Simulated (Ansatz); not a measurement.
Here is an Ansatz 0.2.0 calculation.

Contents of input.yaml:

```yaml
crystal:
  lattice:
    - [0.0, 2.0859016414, 2.0859016414]
    - [2.0859016414, 0.0, 2.0859016414]
    - [2.0859016414, 2.0859016414, 0.0]
  atoms:
    - { symbol: Ni, position: [0.0, 0.0, 0.0], spin: 1.0 }
    - { symbol: O, position: [0.5, 0.5, 0.5] }
hamiltonian:
  xc: pbe
  pseudopotentials: { kind: paw }
magnetization:
  spin_polarized: true
kpoints:
  mp_grid: { grid: [11, 11, 11] }
scf:
  occupations: { method: fermi_dirac, width: 0.05 }
output:
  forces: true
  stress: true
  eigenvalues: true
```

Potentials or basis: Ansatz PAW.

The run is started by

```console
$ ansatz run input.yaml --threads 1 --pin off --max-ram 2560MiB --backend cpu --events-out ev --progress --plain --runs-dir out
```

Problem. Estimate the band gap on the k mesh.

Solution. None (metal or under the smearing width).

Problem. What does it give for the site moments?

Solution. Ni +1.40; O +0.27 μB.

Caveat: a cell with one magnetic atom can't hold antiferromagnetic order, which such compounds often take; semilocal functionals often make such compounds metallic where correlation or magnetic order opens a gap, which also shifts bond lengths.

The gap isn't set beside the measured one, since this odd mesh misses points on the zone boundary.
